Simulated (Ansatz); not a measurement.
The system is AlRu.

```xyz
2
Lattice="2.9916 0.0000 0.0000 0.0000 2.9916 0.0000 0.0000 0.0000 2.9916" Properties=species:S:1:pos:R:3 pbc="T T T"
Ru    1.4958    1.4958    1.4958
Al    0.0000    0.0000    0.0000
```

Base run:

| Item | Value |
| --- | --- |
| Program | Ansatz 0.2.0 |
| Functional | PBEsol |
| Potentials or basis | all-electron LAPW, inner shells corrected to Dirac's equation |
| Cutoff | 241 eV |
| Density cutoff | 963 eV |
| Basis error allowed | 0.001 eV/atom |
| k mesh | 9 × 9 × 9 |
| Occupations | fermi-dirac, width 0.05 eV |
| Spin | no spin polarisation |

Its results: pressure -3.4 GPa.

The run is repeated on the same cell with these changes: potentials or basis from all-electron LAPW, inner shells corrected to Dirac's equation to all-electron LAPW, non-relativistic. What comes out?

Pressure 0.3 GPa.

Caveats: relativity is left out, which matters for the heavier elements (some runs).

Not every run made on this cell is shown here.
